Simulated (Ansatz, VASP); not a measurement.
# Cross-check of GaSb between VASP and Ansatz, part 2 of 2

Aim: how closely do two programs agree when they are given the same cell, functional and k mesh? The cell is taken from a series of VASP runs on this material, whose earlier steps may have relaxed, scaled or displaced it; both programs get it as it stands.

VASP 6.6.1 and Ansatz 0.2.0.

So far: Set-up; VASP: band structure, PBE0; Ansatz: band structure, PBE0.

## Step 4: Comparison

Known differences besides the potentials themselves: exact exchange at q = 0 is treated differently, which shows on coarse meshes; VASP keeps PBE cores, Ansatz makes them for the functional; the data sets hold 28 valence electrons in Ansatz (default PAW (the set named soft_2) files) and 18 in VASP; the cutoff is 420 eV in Ansatz and 350 eV in VASP; VASP takes a coarser grid for exact exchange (PRECFOCK = Fast). Total energies have different zeros and are not compared.

The two programs side by side:

```tsv
quantity	Ansatz	VASP	difference
gap over the path points (eV)	1.519	1.557	-0.038
```

Levels at points of the path, from each program's valence-band top (eV; 3 filled, then empty):

```tsv
k (reciprocal lattice)	Ansatz	VASP
0.000 0.000 0.000	0.00 0.00 0.00 1.52 4.12 4.12	0.00 0.00 0.00 1.56 4.17 4.17
0.500 0.000 0.500	-7.49 -2.84 -2.84 2.12 2.44 10.64	-7.48 -2.84 -2.84 2.17 2.50 10.65
0.500 0.222 0.722	-7.34 -3.65 -3.40 4.94 5.20 6.45	-7.32 -3.63 -3.37 4.96 5.24 6.49
0.403 0.347 0.750	-7.28 -3.96 -2.53 2.86 5.34 8.03	-7.26 -3.94 -2.53 2.91 5.37 8.04
0.125 0.125 0.250	-3.25 -1.41 -0.29 2.98 4.59 4.64	-3.24 -1.40 -0.30 3.01 4.63 4.68
0.278 0.278 0.278	-4.78 -0.86 -0.86 2.07 5.12 5.12	-4.77 -0.86 -0.86 2.12 5.16 5.16
0.556 0.389 0.556	-6.96 -2.90 -1.68 3.00 5.13 6.11	-6.94 -2.88 -1.67 3.04 5.17 6.13
0.583 0.250 0.667	-7.28 -3.94 -2.66 3.10 5.36 7.71	-7.26 -3.92 -2.65 3.15 5.39 7.72
0.500 0.306 0.694	-7.18 -3.87 -2.90 4.61 5.23 6.52	-7.16 -3.85 -2.88 4.64 5.26 6.55
0.486 0.486 0.528	-7.01 -1.44 -1.30 1.88 5.09 5.21	-6.99 -1.44 -1.30 1.92 5.13 5.25
```

Among the levels compared at these points, filled levels agree within 26 meV and empty ones within 60 meV.

## Step 5: Ansatz: band structure, HSE06, spin-orbit coupling

Levels along a path test the potential and the projectors away from the mesh points.

The cell is taken from a series of VASP runs on this material, whose earlier steps may have relaxed, scaled or displaced it; both programs get it as it stands.

The input, input.yaml:

```yaml
crystal:
  lattice:
    - [0.0, 3.059, 3.059]
    - [3.059, 0.0, 3.059]
    - [3.059, 3.059, 0.0]
  atoms:
    - { symbol: Sb, position: [0.75, 0.75, 0.75] }
    - { symbol: Ga, position: [0.0, 0.0, 0.0] }
hamiltonian:
  xc: { exchange: pbe, correlation: pbe, exx: { coeff: 0.25, omega: 0.2 } }
  pseudopotentials: { kind: paw_fr }
magnetization:
  noncollinear: true
  spin_orbit: true
kpoints:
  mp_grid: { grid: [4, 4, 4] }
  band_path:
    path:
      - [0.0, 0.0, 0.0]
      - [0.5, 0.0, 0.5]
      - [0.5, 0.22222, 0.72222]
      - [0.40278, 0.34722, 0.75]
      - [0.125, 0.125, 0.25]
      - [0.27778, 0.27778, 0.27778]
      - [0.55556, 0.38889, 0.55556]
      - [0.58333, 0.25, 0.66667]
      - [0.5, 0.30556, 0.69444]
      - [0.48611, 0.48611, 0.52778]
      - [0.625, 0.25, 0.625]
      - [0.5, 0.0, 0.5]
    npoints: 1
scf:
  occupations: { method: gaussian, width: 0.03 }
  n_extra_bands: 14
output:
  forces: true
  stress: true
  eigenvalues: true
```

Started as:

```console
$ ansatz run input.yaml --threads 4 --pin off --max-ram 9216MiB --backend cpu --events-out ev --progress --plain --runs-dir out
```

Numbers of over 12 decimals in the logs are rounded to 6 here.

What it wrote:

```text
[...]
non-collinear run that drives no moment, with spin-orbit: no starting moment large enough to seed its density (crystal.atoms[].spin), no starting occupations that ask for one, no magnetisation constraint and no magnetic field, so the semilocal B_xc is pinned to zero
Crystal: 2 atoms, lattice volume = 57.249 Å³
[...]
k-point 0: bands = [... 24 lower, 7.6095, 7.6095, 7.6095, 7.6095, 8.2676, 8.2676, 10.6833, 10.6833, ... 10 higher]
  k-point 1: bands = [... 24 lower, 6.3777, 6.3777, 6.8389, 6.8394, 8.8886, 8.8886, 11.6621, 11.6621, ... 10 higher]
  k-point 2: bands = [... 24 lower, 5.8838, 5.8838, 6.3308, 6.3308, 8.4521, 8.4521, 11.7836, 11.7836, ... 10 higher]
  k-point 7: bands = [... 24 lower, 3.5253, 3.8940, 4.0180, 4.0382, 11.6805, 12.0878, 12.3570, 12.4165, ... 10 higher]
[key lines of the parts left out:]
Magnetization: |M| = 0.0000 μB,  M = (+0.0000, +0.0000, +0.0000) μB
Free energy (F): -10269.839126 eV
Fermi energy:    7.939020 eV
P = ⅓ Tr σ = 0.7860 GPa (7.860 kbar)
```

Elapsed: 2.7 min, on 4 threads of Arm Neoverse V1, shared host; peak memory 1.3 GiB; 10 min of CPU time.

## Step 6: VASP: band structure, HSE06, spin-orbit coupling

The same cell, functional, mesh and smearing now go to VASP, with its own data sets and cutoff.

The run reads the wave functions of an earlier VASP run, which isn't shown here.

The input, INCAR:

```
SYSTEM = GaSb
PREC = Accurate
ENCUT = 350
EDIFF = 1E-06
NELM = 100
ISMEAR = 0
SIGMA = 0.03
LREAL = .FALSE.
ALGO = Normal
LHFCALC = .TRUE.
AEXX = 0.25
GGA = PE
HFSCREEN = 0.2
LASPH = .TRUE.
LNONCOLLINEAR = .TRUE.
MAGMOM = 0 0 0 0 0 0
NBANDS = 30
GGA_COMPAT = .FALSE.
LSORBIT = .TRUE.
PRECFOCK = Fast
LORBIT = 11
LWAVE = .FALSE.
LCHARG = .FALSE.
KPAR = 4
```

The input, POSCAR:

```
GaSb
1.0
    0.0000000000      3.0590000000      3.0590000000
    3.0590000000      0.0000000000      3.0590000000
    3.0590000000      3.0590000000      0.0000000000
Sb Ga
1 1
Direct
    0.7500000000      0.7500000000      0.7500000000
    0.0000000000      0.0000000000      0.0000000000
```

The input, KPOINTS:

```
Automatic mesh
0
Gamma
4 4 4
0 0 0
```

The input, KPOINTS_OPT:

```
Line mode
10
Line-mode
Reciprocal
  0.00000000   0.00000000   0.00000000 GAMMA
  0.50000000   0.00000000   0.50000000 X

  0.50000000   0.00000000   0.50000000 X
  0.50000000   0.25000000   0.75000000 W

  0.50000000   0.25000000   0.75000000 W
  0.37500000   0.37500000   0.75000000 K

  0.37500000   0.37500000   0.75000000 K
  0.00000000   0.00000000   0.00000000 GAMMA

  0.00000000   0.00000000   0.00000000 GAMMA
  0.50000000   0.50000000   0.50000000 L

  0.50000000   0.50000000   0.50000000 L
  0.62500000   0.25000000   0.62500000 U

  0.62500000   0.25000000   0.62500000 U
  0.50000000   0.25000000   0.75000000 W

  0.50000000   0.25000000   0.75000000 W
  0.50000000   0.50000000   0.50000000 L

  0.50000000   0.50000000   0.50000000 L
  0.37500000   0.37500000   0.75000000 K

  0.62500000   0.25000000   0.62500000 U
  0.50000000   0.00000000   0.50000000 X
```

PAW data sets: Sb and Ga_d (PBE family, release 64).

Started as:

```console
$ mpirun -np 4 vasp_ncl
```

What it wrote:

```text
[banner, memory and clock lines left out]
running    4 mpi-ranks, on    1 nodes
[...]
LDA part: xc-table for (Slater+PW92), standard interpolation
 found WAVECAR, reading the header
 POSCAR, INCAR and KPOINTS ok, starting setup
[...]
reading WAVECAR
 the WAVECAR file was read successfully
 initial charge from wavefunction
 entering main loop
       N       E                     dE             d eps       ncg     rms          rms(c)
DAV:   1    -0.886387043034E+01   -0.88639E+01   -0.28682E+00   846   0.202E+01    0.188E+01
DAV:   2    -0.887332668021E+01   -0.94562E-02   -0.11783E-01   806   0.390E+00    0.124E+01
DAV:   3    -0.886920425371E+01    0.41224E-02   -0.12457E-02   860   0.145E+00    0.772E+00
DAV:   4    -0.886804622605E+01    0.11580E-02   -0.18351E-03   762   0.452E-01    0.464E+00
[...]
DAV:  13    -0.886775304722E+01   -0.20766E-05   -0.86546E-08   426   0.265E-03    0.416E-02
DAV:  14    -0.886775443544E+01   -0.13882E-05   -0.51486E-08   414   0.216E-03    0.242E-02
[...]
1 F= -.88677552E+01 E0= -.88677552E+01  d E =-.417478E-17  mag=     0.0000     0.0000     0.0000
 Start KPOINTS_OPT (optional k-point list driver)
k-point batch [1-10\100]
       N       E                     dE             ncg
DAV:   1     0.149663462028E+02   -0.21238E+04      638
DAV:   2    -0.117444929367E+04   -0.11894E+04      626
DAV:   3    -0.132455687741E+04   -0.15011E+03      720
DAV:   4    -0.133140407292E+04   -0.68472E+01      720
DAV:   5    -0.133161524546E+04   -0.21117E+00      848
DAV:   6    -0.133162279046E+04   -0.75450E-02      912
DAV:   7    -0.133162289044E+04   -0.99978E-04      864
DAV:   8    -0.133162289248E+04   -0.20491E-05      702
DAV:   9    -0.133162289261E+04   -0.12118E-06      556
[...]
k-point batch [91-100\100]
       N       E                     dE             ncg
DAV:   1    -0.946661949456E+02   -0.48724E+04      638
DAV:   2    -0.127355060831E+04   -0.11789E+04      622
DAV:   3    -0.141602499582E+04   -0.14247E+03      720
DAV:   4    -0.142078911858E+04   -0.47641E+01      744
DAV:   5    -0.142091057730E+04   -0.12146E+00      878
DAV:   6    -0.142091454437E+04   -0.39671E-02      858
DAV:   7    -0.142091461031E+04   -0.65941E-04      934
DAV:   8    -0.142091461167E+04   -0.13539E-05      704
DAV:   9    -0.142091461177E+04   -0.10025E-06      608
```

From OUTCAR (step 6):

```text
 POSITION                                       TOTAL-FORCE (eV/Angst)
 -----------------------------------------------------------------------------------
      4.58850      4.58850      4.58850        -0.000000     -0.000000     -0.000000
      0.00000      0.00000      0.00000         0.000000      0.000000      0.000000
 -----------------------------------------------------------------------------------
    total drift:                               -0.000004     -0.000002     -0.000001

  FREE ENERGIE OF THE ION-ELECTRON SYSTEM (eV)
  ---------------------------------------------------
  free  energy   TOTEN  =        -8.8677551597 eV

  energy  without entropy=       -8.8677551597  energy(sigma->0) =       -8.86775516

 magnetization (x)
# of ion       s       p       d       tot
------------------------------------------
    1        0.000   0.000  -0.000   0.000
    2        0.000   0.000  -0.000   0.000
--------------------------------------------------
tot          0.000   0.000  -0.000   0.000

 magnetization (y)
# of ion       s       p       d       tot
------------------------------------------
    1        0.000  -0.000   0.000  -0.000
    2        0.000   0.000  -0.000   0.000
--------------------------------------------------
tot          0.000  -0.000  -0.000   0.000

 magnetization (z)
# of ion       s       p       d       tot
------------------------------------------
    1        0.000  -0.000   0.000  -0.000
    2        0.000   0.000  -0.000   0.000
--------------------------------------------------
tot          0.000   0.000   0.000   0.000

[... 1 part as in an earlier step ...]

[... 2 further parts left out ...]
[key lines of the parts left out:]
E-fermi :   4.8635
```

The k-mesh is coarse for exact exchange; levels may shift by about 0.1 eV on a finer one.

## Step 7: Side by side

What differs besides the data sets and the points named for the pairs above, as far as they apply: spin-orbit coupling enters by fully relativistic files in Ansatz and inside the spheres in VASP; the data sets hold 28 valence electrons in Ansatz (fully relativistic PAW (standard-fr) files) and 18 in VASP. Total energies have different zeros and are not compared.

The two programs side by side:

```tsv
quantity	Ansatz	VASP	difference
gap over the path points (eV)	0.658	0.695	-0.037
```

Levels at points of the path, from each program's valence-band top (eV; 6 filled, then empty):

```tsv
k (reciprocal lattice)	Ansatz	VASP
0.000 0.000 0.000	-0.77 -0.77 0.00 0.00 0.00 0.00 0.66 0.66 3.07 3.07 3.30 3.30	-0.69 -0.69 0.00 0.00 0.00 0.00 0.69 0.69 3.15 3.15 3.35 3.35
0.500 0.000 0.500	-7.64 -7.64 -3.19 -3.19 -2.91 -2.91 1.25 1.25 1.57 1.57 9.50 9.50	-7.60 -7.60 -3.14 -3.14 -2.89 -2.89 1.31 1.31 1.64 1.64 9.57 9.57
0.500 0.222 0.722	-7.55 -7.43 -4.06 -3.70 -3.58 -3.56 3.83 4.16 4.31 4.31 5.49 5.55	-7.50 -7.39 -4.00 -3.68 -3.54 -3.53 3.90 4.19 4.36 4.37 5.54 5.60
0.403 0.347 0.750	-7.49 -7.38 -4.26 -4.03 -2.76 -2.70 1.95 2.01 4.34 4.48 6.95 7.16	-7.44 -7.35 -4.20 -4.00 -2.73 -2.67 2.01 2.07 4.41 4.53 7.00 7.20
0.125 0.125 0.250	-3.52 -3.41 -1.85 -1.58 -0.57 -0.52 2.04 2.22 3.67 3.71 3.77 3.79	-3.48 -3.38 -1.80 -1.56 -0.54 -0.50 2.09 2.26 3.73 3.77 3.83 3.84
0.278 0.278 0.278	-4.97 -4.97 -1.33 -1.33 -0.87 -0.87 1.20 1.20 4.12 4.12 4.28 4.29	-4.93 -4.93 -1.28 -1.28 -0.86 -0.86 1.25 1.25 4.19 4.19 4.32 4.34
0.556 0.389 0.556	-7.14 -7.08 -3.23 -3.03 -1.90 -1.87 2.07 2.16 4.21 4.25 5.19 5.19	-7.10 -7.04 -3.18 -3.00 -1.87 -1.85 2.13 2.21 4.27 4.30 5.24 5.24
0.583 0.250 0.667	-7.50 -7.38 -4.24 -4.00 -2.90 -2.82 2.17 2.27 4.37 4.51 6.66 6.84	-7.45 -7.35 -4.18 -3.97 -2.86 -2.79 2.24 2.32 4.43 4.55 6.71 6.87
0.500 0.306 0.694	-7.39 -7.27 -4.19 -3.92 -3.18 -3.04 3.56 3.83 4.32 4.35 5.50 5.69	-7.35 -7.24 -4.13 -3.89 -3.14 -3.02 3.63 3.87 4.38 4.40 5.55 5.73
0.486 0.486 0.528	-7.16 -7.15 -1.88 -1.79 -1.39 -1.38 0.99 1.06 4.15 4.17 4.32 4.32	-7.12 -7.11 -1.83 -1.74 -1.38 -1.37 1.05 1.11 4.22 4.23 4.36 4.37
```

Among the levels compared at these points, filled levels agree within 77 meV and empty ones within 75 meV.

## Step 8: Results

```yaml
difference_in_gap_over_the_path_points_band_structure_pbe0: -0.038 eV
difference_in_gap_over_the_path_points_band_structure_hse06_spin_orbit_coupling: -0.037 eV
```

The difference in gap over the path points is -0.038 eV (band structure, PBE0), within the 0.08 eV picked in this series as the mark of a large difference. How closely two codes agree says nothing of how well the functional describes the real material.

[Lines on the potential files, build, host, timing and source positions are cut from VASP's logs without a mark.]

[Logs are printed without paths, hosts, clocks, repeated set-up lines and the standing remarks that a program may print on its own settings, such as how far it seeks lower states.]

[Hosts, paths, dates, database ids (printed as entryN), source tags and the programs' standing remarks are cut or masked in the printed files.]
